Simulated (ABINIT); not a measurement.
Wanted: the native input for an ABINIT 10.8.3 (patched build) run.

```
Task                        : relaxation of cell and atoms
Functional                  : PBE
Dispersion                  : D3(BJ)
Potentials or basis         : JTH PAW PBE v2.0
Cutoff                      : 408 eV
k mesh                      : 11 × 11 × 6
Occupations                 : fermi-dirac, width 0.05 eV
Spin                        : no spin polarisation
Cell freedom (optcell)      : 2
Cutoff smearing ecutsm (Ha) : 0.5
Optimiser (ionmov)          : 22
Force stop (Ha/bohr)        : 5e-05
Fine-grid cutoff            : 816.342 eV
```

Crystal: Ru.

```xyz
2
Lattice="2.7058 0.0000 0.0000 -1.3529 2.3433 0.0000 0.0000 0.0000 4.2819" Properties=species:S:1:pos:R:3 pbc="T T T"
Ru    1.3529    0.7811    3.2114
Ru    0.0000    1.5622    1.0705
```

The input as run:

run.abi

```
pp_dirpath "./"
pseudos "Ru.GGA_PBE-JTH.xml"

acell 3*1.0 Angstrom
rprim
     2.7058000000     0.0000000000     0.0000000000
    -1.3529000000     2.3432915376     0.0000000000
     0.0000000000     0.0000000000     4.2819000000
ntypat 1
znucl 44
natom 2
typat 1 1
xred
     0.6666666667     0.3333333333     0.7500000000
     0.3333333333     0.6666666667     0.2500000000
chkprim 0
chksymtnons 0
tolsym 1.0e-6

ecut 15.0
pawecutdg 30.0
pawxcdev 0

kptopt 1
ngkpt 11 11 6
nshiftk 1
shiftk 0.0 0.0 0.0

ixc 11
vdw_xc 7

nband 20
occopt 3
tsmear 0.05 eV

nstep 100
tolvrs 1.0e-9

iomode 3
prtwf 0
prtden 0
prteig 0
prtebands 0

ionmov 22
ntime 60
tolmxf 5.0e-5
optcell 2
dilatmx 1.08
ecutsm 0.5
```

Potentials or basis: JTH PAW PBE v2.0.

Launch:

```sh
$ abinit run.abi > log 2>&1
```

Results of the run:

- Relaxed volume: 13.44 Å³/atom
- Relaxed cell: a = 2.697 Å, b = 2.697 Å, c = 4.269 Å, α = 90.00°, β = 90.00°, γ = 120.00°
- Space group after relaxing (to 0.05 Å): P6_3/mmc (No. 194)
- Energy gained by relaxing: 1.3 meV/atom
- Ionic steps: 4
- Pressure after relaxing: 0.0 GPa
- Band gap on the k mesh: none (metal or under the smearing width)
- Valence electrons inside the program's atomic spheres: Ru 13.73 (radii [1.1697] Å)

Caveat: pairwise dispersion overbinds metals, which lowers pressure and volume.

Wall time 71 s on 1 thread of Arm Neoverse V1, with other jobs on the host, peak memory 0.12 GiB.
